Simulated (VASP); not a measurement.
## Cu2O (Cuprite): band structure with PBE

**Experimental background.**

From “Importance of surface oxygen vacancies for ultrafast hot carrier relaxation and transport in Cu2O”, 2021, arxiv:2103.03167, for a bulk crystal of Cu2O: band gap 2.17 eV (direct).

Cu2O (Cuprite):

```xyz
6
Lattice="4.2600 0.0000 0.0000 0.0000 4.2600 0.0000 0.0000 0.0000 4.2600" Properties=species:S:1:pos:R:3 pbc="T T T"
Cu    3.1950    1.0650    3.1950
Cu    3.1950    3.1950    1.0650
Cu    1.0650    3.1950    3.1950
Cu    1.0650    1.0650    1.0650
O     2.1300    2.1300    2.1300
O     0.0000    0.0000    0.0000
```

| Item | Value |
| --- | --- |
| Program | VASP 6.6.1 |
| Task | band structure |
| Functional | PBE |
| Potentials or basis | VASP PAW PBE potentials, release 64 (Cu_GW, O_GW) |
| Cutoff | 550 eV |
| k mesh | 6 × 6 × 6 |
| Occupations | fermi-dirac, width 0.05 eV |
| Spin | no spin polarisation |
| Further INCAR settings | ALGO = Normal; EDIFF = 1e-06; NBANDS = 37 |

```yaml
Band_gap_on_the_k_mesh: 0.54 eV, direct
Band_gap_along_the_path: 0.54 eV, direct
```

Levels at the corners of the path, in eV from the valence-band top:
```csv
point,band 25,band 26,band 27,band 28,band 29,band 30,band 31,band 32
Γ,-1.56,0.00,0.00,0.00,0.54,1.24,1.24,7.94
X,-1.20,-1.20,-0.39,-0.39,2.26,2.26,4.23,4.23
X,-1.20,-1.20,-0.39,-0.39,2.26,2.26,4.23,4.23
M,-1.21,-1.21,-0.66,-0.66,1.92,1.92,3.85,3.85
M,-1.21,-1.21,-0.66,-0.66,1.92,1.92,3.85,3.85
Γ,-1.56,0.00,0.00,0.00,0.54,1.24,1.24,7.94
Γ,-1.56,0.00,0.00,0.00,0.54,1.24,1.24,7.94
R,-0.99,-0.57,-0.57,-0.57,2.45,2.45,2.45,4.89
R,-0.99,-0.57,-0.57,-0.57,2.45,2.45,2.45,4.89
X,-1.20,-1.20,-0.39,-0.39,2.26,2.26,4.23,4.23
M,-1.21,-1.21,-0.66,-0.66,1.92,1.92,3.85,3.85
R,-0.99,-0.57,-0.57,-0.57,2.45,2.45,2.45,4.89
```

Run time: 2.1 min on 1 thread of Intel(R) Xeon(R) 6975P-C (Granite Rapids), on a shared host, peak memory 0.41 GiB.

Measured gap of Cu2O: 2.17 eV (direct; quoted in “Importance of surface oxygen vacancies for ultrafast hot carrier relaxation and transport in Cu2O”, 2021, arxiv:2103.03167). This calculation gives 0.54 eV (-1.63 eV). So large a miss can be the level of theory's own, or it may mean another phase, state or a wrong row. The value is that of PBE, without temperature or zero-point motion. Semilocal functionals fall short of measured gaps as a rule.

Caveat: the log is that of the step along the path at fixed density, whose energy, stress, charges and moments have no meaning.
